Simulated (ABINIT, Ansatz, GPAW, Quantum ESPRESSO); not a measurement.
# The equilibrium volume of 9 crystals: PBE beside PBE-D3(BJ)

Computed equilibrium volume (Å³/atom) at each level. Volumes are each level's own minimum, from an equation of state or a relaxation of the cell. Not every cell is the stable form of its formula. Spin polarisation and spin-orbit coupling are off unless named.

- PBE: Quantum ESPRESSO (SSSP 1.3 efficiency PBE) for LiF, KCl, NaI, KI; Ansatz (all-electron LAPW, scalar-relativistic) for CaO, NaCl, KBr; GPAW (GPAW PAW data sets (gpaw-data 1.2.1)) for NaF; ABINIT (PseudoDojo NC SR PBE v0.4.1 standard) for Ca; cutoffs 748 to 925 eV for plane waves; k meshes of 216 to 1331 points
- PBE-D3(BJ): Quantum ESPRESSO (PseudoDojo 0.4.1 SR PBE standard) for LiF, CaO, KCl, NaI, KBr, KI; GPAW (GPAW PAW data sets (gpaw-data 1.2.1)) for NaF; Ansatz (all-electron LAPW, scalar-relativistic) for NaCl; ABINIT (SPMS NC PBE v1.0) for Ca; cutoffs 490 to 1197 eV for plane waves; k meshes of 216 to 1331 points

| crystal | PBE | PBE-D3(BJ) |
| --- | --- | --- |
| LiF (Fm-3m) | 8.404 | 8.025 |
| NaF (Fm-3m) | 12.988 | 12.405 |
| CaO (Fm-3m) | 14.092 | 13.694 |
| NaCl (Fm-3m) | 23.068 | 21.742 |
| KCl (Fm-3m) | 32.467 | 30.875 |
| NaI (Fm-3m) | 34.884 | 32.403 |
| KBr (Fm-3m) | 37.681 | 35.552 |
| Ca (Fm-3m) | 41.956 | 39.784 |
| KI (Fm-3m) | 46.298 | 43.206 |

PBE-D3(BJ) lies below PBE in 9 of 9 crystals, with a median shift of -5.2 % (-7.1 % for NaI to -2.8 % for CaO). The figures use the values as printed. Meshes of this size aren't converged for the metals. Columns can differ in programs, potentials, basis sets, cutoffs and meshes within a row, which adds scatter of its own. Where several set-ups ran one level, the entry is one near their median; a run lay far from it for NaF.
